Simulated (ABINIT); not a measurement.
# AgCl (Fm-3m): changed settings of a GW run in ABINIT

Aim: change inputs of a GW run on AgCl (Fm-3m) and see what moves.

Method: PBE and many-body steps on it, plane waves, in ABINIT 10.8.3.

Report form: the programs' logs are mostly left out.

## 1. Starting point

It takes space group Fm-3m (No. 225, cubic). Conventional cell: a = 5.545 Å, b = 5.545 Å, c = 5.545 Å, α = 90.00°, β = 90.00°, γ = 90.00°. Nearest to Ag lie 6 Cl at 2.77 Å. Nearest to Cl lie 6 Ag at 2.77 Å. Farther neighbours and most contacts between anions are not listed.

The cell and positions are those that the Materials Project relaxed with its own functionals (PBE, PBE+U or r2SCAN), kept fixed.

## 2. Screening, 6×6×6 mesh, 169 bands, screening to 212.2 eV

This step: ABINIT 10.8.3; RPA screening on PBE, plane waves, norm-conserving pseudopotentials.

The RPA dielectric matrix is built and inverted for each q.

run.abi reads:

```
acell 3*1.0 Angstrom
rprim 
  0.000000000000 2.772662996800 2.772662996800
  2.772662996800 0.000000000000 2.772662996800
  2.772662996800 2.772662996800 0.000000000000
ntypat 2
znucl 47 17
natom 2
typat 1 2
xred 
  0.000000000000 0.000000000000 0.000000000000
  0.500000000000 0.500000000000 0.500000000000
pp_dirpath "pseudos"
pseudos "Ag.upf, Cl.upf"
ecut 37
ngkpt 6 6 6
nshiftk 1
shiftk 0 0 0
kptopt 1
chksymbreak 0
istwfk *1
occopt 1
irdwfk 1
optdriver 3
nband 169
ecuteps 7.8
inclvkb 2
awtr 1
symchi 1
indata_prefix "in"
outdata_prefix "out"
tmpdata_prefix "tmp"
```

Launch:

```bash
$ OMP_NUM_THREADS=1 mpirun -n 8 abinit run.abi > log
```

Run time: 2.9 min. Hardware: 8 MPI ranks of Arm Neoverse V2, shared host; peak memory 2.9 GiB.

This step gave:

```
ε∞ with local fields, on this mesh, along the program's q direction : 4.945
the same without local fields                                       : 5.410
plasma frequency                                                    : 29.00 eV
plane waves in the screening matrix                                 : 307
```

Local fields lower ε∞ by 9 %.

## 3. Base

The self-energy is evaluated for the states that the input lists, and the levels follow from it, in one-shot runs by the linearised quasiparticle equation.

This step: G0W0 on PBE, plane waves, norm-conserving pseudopotentials.

run.abi, as its differences from that of step 2:

```diff
@@ -23,8 +23,17 @@
 irdwfk 1
-optdriver 3
+optdriver 4
 nband 169
+gwcalctyp 0
+ecutsigx 37
+symsigma 1
+nkptgw 2
+kptgw 
+  0.5000000000 0.0000000000 0.0000000000
+  0.0000000000 0.0000000000 0.0000000000
+bdgw 
+  12 15
+  11 17
 ecuteps 7.8
-inclvkb 2
-awtr 1
-symchi 1
+irdscr 1
+ppmodel 1
 indata_prefix "in"
```

Wall time 22 s (8 MPI ranks); peak memory 3 GiB; 3 min of CPU time.

This step gave:

```
G0W0 gap on the points computed              : 2.178 eV
starting gap on the mesh                     : 0.9128 eV
k of the valence top                         : 0.5, 0, 0
k of the conduction bottom                   : 0, 0, 0
Z at the valence top                         : 0.796
Z at the conduction bottom                   : 0.831
least direct G0W0 gap on the computed points : 4.747 eV
```

The gap on the mesh goes from 0.91 eV to 2.18 eV, a correction of +1.27 eV.

## 4. Fewer bands in the self-energy

run.abi, as its differences from that of step 3:

```diff
@@ -24,3 +24,3 @@
 optdriver 4
-nband 169
+nband 33
 gwcalctyp 0
```

The job ended after 7.6 s (8 MPI ranks; peak memory 2.1 GiB; 59 s of CPU time).

Numbers from this step:

```
G0W0 gap on the points computed              : 1.861 eV
starting gap on the mesh                     : 0.9128 eV
k of the valence top                         : 0.5, 0, 0
k of the conduction bottom                   : 0, 0, 0
Z at the valence top                         : 0.803
Z at the conduction bottom                   : 0.835
least direct G0W0 gap on the computed points : 4.612 eV
```

## 5. Unknown plasmon-pole model

run.abi, as its differences from that of step 4:

```diff
@@ -24,3 +24,3 @@
 optdriver 4
-nband 33
+nband 169
 gwcalctyp 0
@@ -37,3 +37,3 @@
 irdscr 1
-ppmodel 1
+ppmodel 7
 indata_prefix "in"
```

Run time: 2.2 s. Hardware: 8 MPI ranks; peak memory 0.22 GiB.

The run stopped with an error after 2.2 s.

The program's words: Wrong ppm%model: 7

The fault put into this input: unknown plasmon-pole model.

## 6. Side by side

Times are wall times on 8 MPI ranks of Arm Neoverse V2, shared host, good to a factor of about two. A run's time includes the screening step that it read.

```
                           run   mesh  bands  screening cutoff (eV)  DFT gap (eV)  gap on the mesh (eV)  direct (eV)  ε∞ used     time
                          base  6×6×6    169                  212.2         0.913                 2.178        4.747     4.94  3.2 min
fewer bands in the self-energy  6×6×6     33                  212.2         0.913                 1.861        4.612     4.94    3 min
```

## 7. Summary of results

| Quantity | Value |
| --- | --- |
| base | 2.178 eV |
| fewer bands in the self-energy | 1.861 eV |
| known limits | not at the basis limit; d shell near the gap, gap tends to lie low; no spin-orbit coupling; coarse k mesh |

What this shows: Fewer bands in the self-energy: −0.317 eV against base (keys changed: nband). Bands and cutoff are finite, so the gap is not at the basis limit. The miss can reach some tenths of an eV and take either sign; the mesh is an error of its own. In the G0W0 runs levels were corrected at 2 k points alone, so a gap called «on the mesh» is the least over those, and an edge elsewhere would be missed. The 6×6×6 mesh is coarse for this cell, which bears on the long-range parts of exchange and screening. A d shell, filled or nearly so, lies near the gap. One-shot GW converges very slowly in bands there, not always from below, and on a semilocal start the gap tends to come out low; starts rich in exact exchange can overshoot instead. The many-body steps are scalar-relativistic: spin-orbit coupling is not in them.

[Paths, hosts, dates, memory and timing lines, banners, echoed tables and standing remarks are left out of the program output.]

[Logs are printed without paths, hosts, clocks, repeated set-up lines and the standing remarks that a program may print on its own settings, such as how far it seeks lower states.]

[Runs of the session that timed out or met a known fault of the program may be left out.]

[Hosts, paths, dates, database ids (printed as entryN), source tags and the programs' standing remarks are cut or masked in the printed files.]

[G0W0 gaps are taken among the corrected bands and points alone; a level outside them can change the order at an edge.]

[Where Ansatz stands beside ABINIT at settings called matched, ABINIT's density can come from a denser mesh and the files from another edition; pairs whose starting gaps differed by over 0.03 eV were left out, so agreement reads better than it is.]
